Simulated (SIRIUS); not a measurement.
Cu:

```
Cu
1.0
     0.00000    1.80750    1.80750
     1.80750    0.00000    1.80750
     1.80750    1.80750    0.00000
Cu
1
Cartesian
  0.0000 0.0000 0.0000
```

Base run:

- Program: SIRIUS 7.12.0
- Functional: PBEsol
- Potentials or basis: PseudoDojo 0.4.1 PBE standard (scalar relativistic)
- Cutoff: 1254 eV
- Density cutoff: 5016 eV
- k mesh: 13 × 13 × 13
- Occupations: fermi-dirac, width 0.05 eV
- Spin: no spin polarisation

Its results: band gap on the k mesh none (metal or under the smearing width); pressure -7.3 GPa.

After a change of settings the same cell gave: band gap on the k mesh none (metal or under the smearing width); pressure 4.9 GPa. Which change was it?
A. functional from PBEsol to AM05; libxc names from ["XC_GGA_X_PBE_SOL", "XC_GGA_C_PBE_SOL"] to ["XC_GGA_X_AM05", "XC_GGA_C_AM05"]
B. functional from PBEsol to SOGGA11; libxc names from ["XC_GGA_X_PBE_SOL", "XC_GGA_C_PBE_SOL"] to ["XC_GGA_X_SOGGA11", "XC_GGA_C_SOGGA11"]
C. functional from PBEsol to BLYP; libxc names from ["XC_GGA_X_PBE_SOL", "XC_GGA_C_PBE_SOL"] to ["XC_GGA_X_B88", "XC_GGA_C_LYP"]
D. functional from PBEsol to RPBE; libxc names from ["XC_GGA_X_PBE_SOL", "XC_GGA_C_PBE_SOL"] to ["XC_GGA_X_RPBE", "XC_GGA_C_PBE"]

B.

Caveats: the potentials were made for another functional, which shifts forces and pressure.

The runs were made with more than one version of the program.

Runs at the PBE level aren't shown here.
